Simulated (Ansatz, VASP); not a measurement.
## BaS in VASP and in Ansatz

```xyz
2
Lattice="0.0000 3.2774 3.2774 3.2774 0.0000 3.2774 3.2774 3.2774 0.0000" Properties=species:S:1:pos:R:3 pbc="T T T"
Ba    0.0000    0.0000    0.0000
S     3.2774    3.2774    3.2774
```

Alike in both runs: task single point; functional PBE; k mesh 8 × 8 × 8; occupations gaussian, width 0.02 eV; no spin polarisation.

```csv
,VASP,Ansatz
version,VASP 6.6.1,Ansatz 0.2.0
potentials or method,"VASP PAW PBE potentials, release 64 (Ba_sv, S)","scalar-relativistic, plane waves, PAW"
plane-wave cutoff (eV),520,420
valence electrons in the cell,16,16
```

Ansatz gave:

```
gap on the k mesh at the Fermi level (eV) : 2.30
least direct gap on the mesh (eV)         : 2.45
pressure (GPa)                            : -2.1
```

Q: Estimate VASP's values.

A: gap on the k mesh at the Fermi level (eV): 2.22; least direct gap on the mesh (eV): 2.39; pressure (GPa): -1.7.

Caveats: spin-orbit coupling is left out, which moves the levels of the heavy elements. Expect the measured gap to be larger: semilocal functionals such as PBE lack the derivative discontinuity. A k mesh can miss the band edges.
